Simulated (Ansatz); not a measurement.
# HfS2: the cost of one run

Computed with Ansatz 0.2.0 (DFT r2SCAN, scalar-relativistic, plane waves, PAW).

## Step 1: The starting structure

The structure is trigonal, space group P-3m1 (No. 164). The conventional cell has a = 3.651 Å, b = 3.651 Å, c = 6.857 Å, α = 90.00°, β = 90.00°, γ = 120.00°. Hf (site symmetry -3m) has 6 S at 2.56 Å as nearest neighbours. S (site symmetry 3m) has 3 Hf at 2.56 Å as nearest neighbours.

Coordinates:

```xyz
3
Lattice="3.6514 0.0000 0.0000 -1.8257 3.1622 0.0000 0.0000 0.0000 6.8573" Properties=species:S:1:pos:R:3 pbc="T T T"
Hf    0.0000    0.0000    0.0000
S     1.8257    1.0541    5.4105
S     0.0000    2.1081    1.4468
```

The cell was relaxed beforehand at this level, from a generated guess; it is a trial structure. At a tolerance of 0.02 Å it has space group P-3m1 (No. 164); it has 26.39 Å³/atom, an uncorrected energy of -1.58 eV/atom over the elements and, on its mesh, gap 1.25 eV.

## Step 2: The same geometry with r2SCAN

input.yaml reads:

```yaml
crystal:
  lattice:
    - [3.6514093665, -2.9e-09, 0.0]
    - [-1.8257046807, 3.1622132724, 0.0]
    - [0.0, 0.0, 6.8573447143]
  atoms:
    - { symbol: Hf, position: [0.0, 0.0, 0.0] }
    - { symbol: S, position: [0.6666666667, 0.3333333333, 0.7890123665] }
    - { symbol: S, position: [0.3333333333, 0.6666666667, 0.2109876335] }
basis:
  ecutwfc: 500
kpoints:
  mp_grid: { grid: [12, 12, 6] }
  band_path:
    path:
      - [[0.0, 0.0, 0.0], [0.5, 0.0, 0.0], [0.33333333, 0.33333333, 0.0], [0.0, 0.0, 0.0], [0.0, 0.0, 0.5], [0.5, 0.0, 0.5], [0.33333333, 0.33333333, 0.5], [0.0, 0.0, 0.5]]
      - [[0.5, 0.0, 0.5], [0.5, 0.0, 0.0]]
      - [[0.33333333, 0.33333333, 0.5], [0.33333333, 0.33333333, 0.0]]
    npoints: 14
hamiltonian:
  xc: r2scan
scf:
  occupations: { method: gaussian, width: 0.02 }
  n_extra_bands: 7
output:
  forces: true
  stress: true
  eigenvalues: true
  populations: true
  dos: { projected: true, de: 0.02, nscf_kmesh: { grid: [18, 18, 9] } }
  bader: true
```

Command:

```
$ ansatz run input.yaml --threads 1 --pin off --max-ram 2560MiB --backend cpu --events-out ev --progress --plain --runs-dir out
```

Q: Estimate wall time and peak memory on 1 thread of Intel Xeon at 2.50GHz (Skylake/Cascade Lake), shared host.

About 3.7 min, with a peak of 0.8 GiB.
